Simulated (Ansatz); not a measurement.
# Levels of theory for CuGaSe2 (ordering on rocksalt)

All numbers come from the PAW code Ansatz. All values are calculated for a non-magnetic cell, which may be hypothetical.

An ordered 8-atom cell of CuGaSe2 on the rocksalt lattice (P4/nmm) (it has left that coordination), relaxed with r2SCAN. It is tetragonal, P4/nmm (No. 129); a = 3.551 Å, c = 12.571 Å in the conventional setting, 19.82 Å³ an atom. Around Cu lie 5 Se at 2.51–2.82 Å; around Se lie 5 Cu at 2.51–2.82 Å and 1 Ga at 2.52 Å; around Se lie 4 Ga at 2.60 Å; around Ga lie 5 Se at 2.52–2.60 Å.

```cif
data_structure
_symmetry_space_group_name_H-M 'P4/nmm:1'
_symmetry_Int_Tables_number 129
_cell_length_a 3.5512
_cell_length_b 3.5512
_cell_length_c 12.5709
_cell_angle_alpha 90.000
_cell_angle_beta 90.000
_cell_angle_gamma 90.000
_cell_volume 158.53
loop_
_atom_site_label
_atom_site_type_symbol
_atom_site_symmetry_multiplicity
_atom_site_Wyckoff_symbol
_atom_site_fract_x
_atom_site_fract_y
_atom_site_fract_z
_atom_site_occupancy
Cu1 Cu 2 c 0.50000 0.00000 0.89242 1
Se1 Se 2 c 0.50000 0.00000 0.11658 1
Se2 Se 2 c 0.00000 0.50000 0.37027 1
Ga1 Ga 2 c 0.50000 0.00000 0.31670 1
```

Relaxed lattice by functional, symmetry kept:
```json
{"functional": "PBE", "k mesh": "6×6×2", "a (Å)": "3.720", "c (Å)": "11.021", "volume (Å³/atom)": "19.07"}
{"functional": "r2SCAN", "k mesh": "6×6×2", "a (Å)": "3.551", "c (Å)": "12.571", "volume (Å³/atom)": "19.82"}
```

Gaps on the r2SCAN cell, each the least over its mesh and the special points:
```csv
level,k mesh,gap (eV),kind,edges,least direct gap (eV)
PBE,8×8×2,none (overlap 2.66),–,–,–
PBE+SOC,8×8×2,none (overlap 2.65),–,–,–
r2SCAN,8×8×2,none (overlap 2.68),–,–,–
```
All runs use a smearing of 0.02 eV.
Wave cutoffs: 420 eV, 500 eV (r2SCAN).
Points off the special ones are mesh points or PBE's searched band edges, reused at the other levels.

r2SCAN gives no gap: the lowest nominally empty band dips 2.68 eV below the top of the last filled one (its bottom at M, the top at X), so the cell is a metal or semimetal at this level. With PBE+SOC the bands overlap by 2.65 eV (counted from 1, band 128 peaks at Z–R (0.90 of the way from Z) and band 129 bottoms out at M): no gap.

No level opens a gap, but no hybrid is among them, and semilocal functionals can close a real gap.

Only the levels marked +SOC include spin-orbit coupling.
